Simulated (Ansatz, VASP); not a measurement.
## MgB2 in VASP and in Ansatz

```
Mg B
1.0
     3.07290    0.00000    0.00000
    -1.53645    2.66121    0.00000
     0.00000    0.00000    3.53200
Mg B
1 2
Cartesian
  0.0000 0.0000 0.0000
  0.0000 1.7741 1.7660
  1.5364 0.8871 1.7660
```

Alike in both runs: functional PBE; k mesh 15 × 15 × 12; occupations gaussian, width 0.1 eV; no spin polarisation.

Ansatz relaxed the structure, and its values are those at the end. VASP's run is a single point on that final structure, the one shown.

|  | VASP | Ansatz |
| --- | --- | --- |
| version | VASP 6.6.1 | Ansatz 0.2.0 |
| potentials or method | VASP PAW PBE potentials, release 64 (Mg, B) | scalar-relativistic, plane waves, PAW |
| plane-wave cutoff (eV) | 520 | 420 |
| valence electrons in the cell | 8 | 16 |

```tsv
	VASP	Ansatz	Ansatz less VASP
gap on the k mesh at the Fermi level (eV)	none	none	-
pressure (GPa)	-0.3	0.0	+0.26
```

A gap of «none» marks a metal or a gap that the smearing closes. The functional is the same, so the differences come from potentials, cutoffs and numerics. The two sets of potentials don't hold the same shells in valence.
